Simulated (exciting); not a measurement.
Crystal: Li.

```
Li
1.0
     0.00000    2.20200    2.20200
     2.20200    0.00000    2.20200
     2.20200    2.20200    0.00000
Li
1
Direct
  0.00000 0.00000 0.00000
```

This isn't the form of Li at room conditions, which is bcc.

```yaml
Program: exciting (release sodium)
Task: single point
Functional: PBE
Potentials_or_basis: all-electron LAPW+lo, shipped species files, valence relativity zora
rgkmax: 7
k_mesh: 10 × 10 × 10
Occupations: fermi-dirac, width 0.05 eV
Spin: no spin polarisation
gmaxvr_cutoff_of_density_and_potential: 14 1/bohr
lmaxapw_and_lmaxmat: 10
lmaxvr: 8
nempty: 8
Valence_relativity: zora
epsengy: 1e-05 Ha
epspot: 1e-05 Ha
maxscl: 60
Muffin-tin_radii: Li 1.7 bohr
```

On this cell: band gap on the k mesh none (metal or under the smearing width).

The same run follows on a disturbed copy (cell strained at random at fixed volume):

```
Li
1.0
    -0.02939    2.18954    2.16794
     2.24417   -0.07957    2.21812
     2.15233    2.14788    0.01227
Li
1
Direct
  0.99760 0.00530 0.00297
```

Problem. What changes?

Solution. The energy (extrapolated to zero smearing) moves by +2.7 meV/atom; band gap on the k mesh none (metal or under the smearing width).

Caveats: the free energy is that total less TS from the occupations.
